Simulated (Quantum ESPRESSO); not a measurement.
# Ge (Pm-3m) in Quantum ESPRESSO: energy-loss spectrum with LDA

Aim: the energy-loss spectrum of Ge with LDA.

Program: Quantum ESPRESSO 7.5. These are calculated values, not measurements. Logs are shortened: lines on timing, memory, paths and dates and some standing lists are left out, and cuts for length are marked.

## 1. Starting point

It takes space group Pm-3m (No. 221, cubic). The conventional cell has a = 2.710 Å, b = 2.710 Å, c = 2.710 Å, α = 90.00°, β = 90.00°, γ = 90.00°. Ge (site symmetry m-3m) has 6 Ge at 2.71 Å as nearest neighbours.

The cell was built by a generator and needn't be a form met in nature.

## 2. Energy-loss spectrum, LDA

pw.in reads:

```
&CONTROL
  calculation = 'scf'
  prefix = 'pwscf'
  outdir = './tmp'
  pseudo_dir = './pseudo'
  tprnfor = .true.
  tstress = .true.
  disk_io = 'low'
/
&SYSTEM
  ibrav = 0
  nat = 1
  ntyp = 1
  ecutwfc = 78
  nbnd = 13
  occupations = 'smearing'
  smearing = 'mp'
  degauss = 0.00999582
/
&ELECTRONS
  conv_thr = 2d-10
  electron_maxstep = 120
  mixing_beta = 0.5
  mixing_mode = 'TF'
  startingwfc = 'atomic'
/
ATOMIC_SPECIES
Ge    72.6300 Ge.upf
CELL_PARAMETERS angstrom
   2.7104700000    0.0000000000    0.0000000000
   0.0000000000    2.7104700000    0.0000000000
   0.0000000000    0.0000000000    2.7104700000
ATOMIC_POSITIONS angstrom
Ge     0.0000000000    0.0000000000    0.0000000000
K_POINTS automatic
8 8 8 0 0 0
```

scf2.in reads:

```
&CONTROL
  calculation = 'scf'
  prefix = 'pwscf'
  outdir = './tmp'
  pseudo_dir = './pseudo'
  tprnfor = .true.
  tstress = .true.
  disk_io = 'low'
/
&SYSTEM
  ibrav = 0
  nat = 1
  ntyp = 1
  ecutwfc = 78
  nbnd = 13
  occupations = 'smearing'
  smearing = 'mp'
  degauss = 0.00999582
/
&ELECTRONS
  conv_thr = 1d-11
  electron_maxstep = 120
  mixing_beta = 0.5
  mixing_mode = 'TF'
  startingwfc = 'file'
  startingpot = 'file'
/
ATOMIC_SPECIES
Ge    72.6300 Ge.upf
CELL_PARAMETERS angstrom
   2.7104700000    0.0000000000    0.0000000000
   0.0000000000    2.7104700000    0.0000000000
   0.0000000000    0.0000000000    2.7104700000
ATOMIC_POSITIONS angstrom
Ge     0.0000000000    0.0000000000    0.0000000000
K_POINTS automatic
8 8 8 0 0 0
```

eels.in reads:

```
&LR_INPUT
  prefix = 'pwscf'
  outdir = './tmp'
  restart_step = 5000
  restart = .false.
/
&LR_CONTROL
  calculator = 'lanczos'
  approximation = 'TDDFT'
  q1 = 0
  q2 = 0
  q3 = 0.3451077589
  itermax = 400
/
```

spectrum.in reads:

```
&LR_INPUT
  prefix = 'pwscf'
  outdir = './tmp'
  eels = .true.
  itermax0 = 400
  itermax = 20000
  extrapolation = 'osc'
  epsil = 0.02
  units = 1
  start = 0
  end = 40
  increment = 0.2
/
```

spectrum_short.in reads:

```
&LR_INPUT
  prefix = 'pwscf'
  outdir = './tmp'
  eels = .true.
  itermax0 = 266
  itermax = 20000
  extrapolation = 'osc'
  epsil = 0.02
  units = 1
  start = 0
  end = 40
  increment = 0.2
/
```

Potentials or basis: PseudoDojo 0.4.1 SR LDA standard.

The run is started by

```bash
OMP_NUM_THREADS=1 pw.x -in pw.in > pw.out
OMP_NUM_THREADS=1 pw.x -in scf2.in > scf2.out
OMP_NUM_THREADS=1 turbo_eels.x -in eels.in > eels.out
OMP_NUM_THREADS=1 turbo_spectrum.x -in spectrum.in > spectrum.out
OMP_NUM_THREADS=1 turbo_spectrum.x -in spectrum_short.in > spectrum_short.out
```

pw.out:

```text
This program is part of the open-source Quantum ESPRESSO suite
     for quantum simulation of materials; please cite
[... 9 lines left out ...]
     --------------------
     sticks:   dense  smooth     PW     G-vecs:    dense   smooth      PW
     Sum         657     657    213                12533    12533    2205

     Using Slab Decomposition

     bravais-lattice index     =            0
     lattice parameter (alat)  =       5.1220  a.u.
     unit-cell volume          =     134.3787 (a.u.)^3
     number of atoms/cell      =            1
     number of atomic types    =            1
     number of electrons       =        14.00
     number of Kohn-Sham states=           13
     kinetic-energy cutoff     =      78.0000  Ry
     charge density cutoff     =     312.0000  Ry
     scf convergence threshold =      2.0E-10
     mixing beta               =       0.5000
     number of iterations used =            8  TF        mixing
     Exchange-correlation= SLA  PW   NOGX NOGC
                           (   1   4   0   0   0   0   0)

     celldm(1)=   5.122046  celldm(2)=   0.000000  celldm(3)=   0.000000
     celldm(4)=   0.000000  celldm(5)=   0.000000  celldm(6)=   0.000000

     crystal axes: (cart. coord. in units of alat)
               a(1) = (   1.000000   0.000000   0.000000 )
               a(2) = (   0.000000   1.000000   0.000000 )
               a(3) = (   0.000000   0.000000   1.000000 )

     reciprocal axes: (cart. coord. in units 2 pi/alat)
               b(1) = (  1.000000  0.000000  0.000000 )
               b(2) = (  0.000000  1.000000  0.000000 )
               b(3) = (  0.000000  0.000000  1.000000 )

     PseudoPot. # 1 for Ge read from file:
     Ge.upf
     Pseudo is Norm-conserving + core correction, Zval = 14.0
     Generated using ONCVPSP code by D. R. Hamann
     Using radial grid of 1524 points,  6 beta functions with:
                l(1) =   0
                l(2) =   0
                l(3) =   1
                l(4) =   1
                l(5) =   2
                l(6) =   2

     atomic species   valence    mass     pseudopotential
     Ge               14.00    72.63000     Ge( 1.00)

     48 Sym. Ops., with inversion, found

   Cartesian axes

     site n.     atom                  positions (alat units)
         1        Ge     tau(   1) = (   0.0000000   0.0000000   0.0000000  )

     number of k points=    35  Methfessel-Paxton smearing, width (Ry)=  0.0100
                       cart. coord. in units 2pi/alat
        k(    1) = (   0.0000000   0.0000000   0.0000000), wk =   0.0039062
        k(    2) = (   0.0000000   0.0000000   0.1250000), wk =   0.0234375
        k(    3) = (   0.0000000   0.0000000   0.2500000), wk =   0.0234375
        k(    4) = (   0.0000000   0.0000000   0.3750000), wk =   0.0234375
        k(    5) = (   0.0000000   0.0000000  -0.5000000), wk =   0.0117188
        k(    6) = (   0.0000000   0.1250000   0.1250000), wk =   0.0468750
[... 27 lines left out ...]
        k(   34) = (   0.3750000  -0.5000000  -0.5000000), wk =   0.0234375
        k(   35) = (  -0.5000000  -0.5000000  -0.5000000), wk =   0.0039062

     Dense  grid:    12533 G-vectors     FFT dimensions: (  30,  30,  30)

     Initial potential from superposition of free atoms

     starting charge      13.9993, renormalised to      14.0000
     Starting wfcs are    9 atomic +    4 random wfcs

     Self-consistent Calculation

     iteration #  1     ecut=    78.00 Ry     beta= 0.50
     Davidson diagonalization with overlap
     ethr =  1.00E-02,  avg # of iterations =  4.7

     Threshold (ethr) on eigenvalues was too large:
     Diagonalizing with lowered threshold

     Davidson diagonalization with overlap
     ethr =  2.26E-05,  avg # of iterations =  4.9

     total energy              =    -178.45118110 Ry
     estimated scf accuracy    <       0.00318450 Ry
[... 8 lines left out ...]
     iteration #  3     ecut=    78.00 Ry     beta= 0.50
     Davidson diagonalization with overlap
     ethr =  8.28E-06,  avg # of iterations =  2.3

     negative rho (up, down):  5.124E-06 0.000E+00

     total energy              =    -178.45104284 Ry
     estimated scf accuracy    <       0.00005483 Ry

     iteration #  4     ecut=    78.00 Ry     beta= 0.50
     Davidson diagonalization with overlap
     ethr =  3.92E-07,  avg # of iterations =  2.5

     negative rho (up, down):  1.519E-06 0.000E+00

     total energy              =    -178.45104906 Ry
     estimated scf accuracy    <       0.00000603 Ry

     iteration #  5     ecut=    78.00 Ry     beta= 0.50
     Davidson diagonalization with overlap
     ethr =  4.31E-08,  avg # of iterations =  1.9
[... 18 lines left out ...]
     iteration #  8     ecut=    78.00 Ry     beta= 0.50
     Davidson diagonalization with overlap
     ethr =  2.11E-11,  avg # of iterations =  1.5

     End of self-consistent calculation

          k = 0.0000 0.0000 0.0000 (  1551 PWs)   bands (ev):

   -13.9512 -13.9512 -13.7079 -13.7079 -13.7079  -1.9686  17.3053  17.3053
    17.3053  20.8591  20.8591  23.1306  39.2311
[... 63 lines left out ...]
   -13.8545 -13.8496 -13.7648 -13.7547 -13.6579   4.3450   7.5576  10.1592
    15.3586  22.2241  28.3713  29.3797  29.3942

          k = 0.0000-0.5000-0.5000 (  1596 PWs)   bands (ev):

   -13.8628 -13.8470 -13.7636 -13.7636 -13.6334   5.5826   8.2785   8.2785
    14.0300  22.8032  30.3140  30.3140  30.3518

          k = 0.1250 0.1250 0.1250 (  1566 PWs)   bands (ev):
[... 41 lines left out ...]
   -13.8477 -13.8232 -13.7775 -13.7669 -13.6569   4.6440   7.8469  10.4391
    15.6471  19.7780  24.8047  26.9857  31.0621

          k = 0.1250-0.5000-0.5000 (  1568 PWs)   bands (ev):

   -13.8608 -13.8153 -13.7763 -13.7763 -13.6328   5.8808   8.5652   8.5652
    14.3238  20.5087  25.7460  25.7460  29.4965

          k = 0.2500 0.2500 0.2500 (  1571 PWs)   bands (ev):
[... 21 lines left out ...]
   -13.8431 -13.8081 -13.7960 -13.7478 -13.6543   5.5391   8.6672  11.2135
    16.1058  16.4886  20.9445  23.2607  27.0841

          k = 0.2500-0.5000-0.5000 (  1568 PWs)   bands (ev):

   -13.8559 -13.8065 -13.8065 -13.7385 -13.6314   6.7841   9.3732   9.3732
    15.1957  16.8350  21.8928  21.8928  25.4908

          k = 0.3750 0.3750 0.3750 (  1559 PWs)   bands (ev):
[... 6 lines left out ...]
   -13.8395 -13.8374 -13.8247 -13.6773 -13.6466   6.9891   9.7974  11.8075
    13.3605  17.4702  18.3370  20.2949  23.8774

          k = 0.3750-0.5000-0.5000 (  1568 PWs)   bands (ev):

   -13.8510 -13.8366 -13.8366 -13.6615 -13.6300   8.3027  10.4688  10.4688
    13.4583  16.5784  18.9789  18.9789  22.2229

          k =-0.5000-0.5000-0.5000 (  1568 PWs)   bands (ev):

   -13.8489 -13.8489 -13.8489 -13.6294 -13.6294  10.0180  11.1020  11.1020
    11.1020  17.7415  17.7415  17.7415  20.4307

     the Fermi energy is    10.7654 ev

!    total energy              =    -178.45104940 Ry
     estimated scf accuracy    <          1.2E-10 Ry
     smearing contrib. (-TS)   =      -0.00010171 Ry
     internal energy E=F+TS    =    -178.45094769 Ry

     The total energy is F=E-TS. E is the sum of the following terms:
     one-electron contribution =     -74.39327578 Ry
     hartree contribution      =      47.41184816 Ry
     xc contribution           =     -42.89761163 Ry
     ewald contribution        =    -108.57190844 Ry

     convergence has been achieved in   8 iterations

     Forces acting on atoms (cartesian axes, Ry/au):

     atom    1 type  1   force =     0.00000000    0.00000000    0.00000000

     Total force =     0.000000     Total SCF correction =     0.000000

     Computing stress (Cartesian axis) and pressure

          total   stress  (Ry/bohr**3)                   (kbar)     P=      -41.92
  -0.00028498   0.00000000   0.00000000          -41.92        0.00        0.00
   0.00000000  -0.00028498   0.00000000            0.00      -41.92        0.00
   0.00000000   0.00000000  -0.00028498            0.00        0.00      -41.92

=------------------------------------------------------------------------------=
   JOB DONE.
=------------------------------------------------------------------------------=
```

It took 5.3 min on 1 thread of Arm Neoverse V2, shared host; peak memory 0.43 GiB.

What came out:

```
Free energy                      : -2427.9502 eV
Pressure                         : -4.2 GPa
Band gap on the k mesh           : none (metal or under the smearing width)
Peak of the energy-loss function : 18.0 eV
```

Energy-loss function at q = [0.0, 0.0, 0.8] (Å⁻¹, cartesian):
```
energy (eV)   loss
        0.0  0.000
        1.8  0.013
        3.4  0.047
        5.2  0.056
        7.0  0.072
        8.6  0.103
       10.4  0.185
       12.2  0.397
       13.8  0.753
       15.6  1.274
       17.4  2.949
       19.0  2.368
       20.8  0.661
       22.4  0.361
       24.2  0.287
       26.0  0.293
       27.6  0.289
       29.4  0.230
       31.2  0.180
       32.8  0.170
       34.6  0.175
       36.4  0.152
       38.0  0.124
       39.8  0.112
```

Caveat: the Lanczos chain is short for so many electrons, so humps in the spectrum may be artefacts.
